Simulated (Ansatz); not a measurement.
CaO (CsCl type), relaxed with r2SCAN. Space group Pm-3m (No. 221), cubic; a = 2.903 Å in the conventional setting, 12.24 Å³ an atom. Ca is surrounded by 8 O at 2.51 Å; O is surrounded by 8 Ca at 2.51 Å.

```
Ca O
1.0
     2.90321    0.00000    0.00000
     0.00000    2.90321    0.00000
     0.00000    0.00000    2.90321
Ca O
1 1
Direct
  0.00000 0.00000 0.00000
  0.50000 0.50000 0.50000
```

The questions ask for values computed with the PAW code Ansatz on this geometry. Values at 0 K without nuclear motion; spin polarisation is off, and the phase may be a hypothetical one.

(1) What gap does PBE give, and where are the band edges?

(2) What does LDA give for the gap (8×8×8 mesh)?

(3) Estimate the gap with r2SCAN on 8×8×8.

(4) How does the gap change from PBE to r2SCAN0 (6×6×6)?

(5) What does G0W0@PBE with 181 empty bands, a screening cutoff of 220 eV and a 6×6×6 mesh give?

(6) What fraction of exact exchange does the dielectric-dependent hybrid take (1/ε∞ of PBE, averaged over directions)?

Answers

(1) PBE gives an indirect gap of 2.77 eV, from M to Γ; the least direct gap is 3.08 eV at Γ.

(2) LDA gives an indirect gap of 2.62 eV, from M to Γ; the least direct gap is 2.92 eV at Γ. The gap differs by -0.15 eV from PBE's.

(3) r2SCAN gives an indirect gap of 3.28 eV, from M to Γ; the least direct gap is 3.58 eV at Γ. The gap differs by +0.51 eV from PBE's.

(4) With r2SCAN0 the valence top lies at M and the conduction bottom at Γ, 5.58 eV higher; the smallest vertical gap, at Γ, is 5.93 eV. The gap differs by +2.81 eV from PBE's.

(5) 5.11 eV (PBE's gap over the path plus the quasiparticle shift read on the mesh). The quasiparticle gap on this mesh is 5.11 eV (M to Γ), against 2.77 eV from PBE: +2.34 eV. Renormalisation factors Z lie between 0.74 and 0.81. G0W0 here is at a finite number of bands, screening cutoff and k mesh, not at the basis limit.

(6) 0.221.

The meshes of the hybrids are coarse, so their gaps aren't converged to the digits shown.
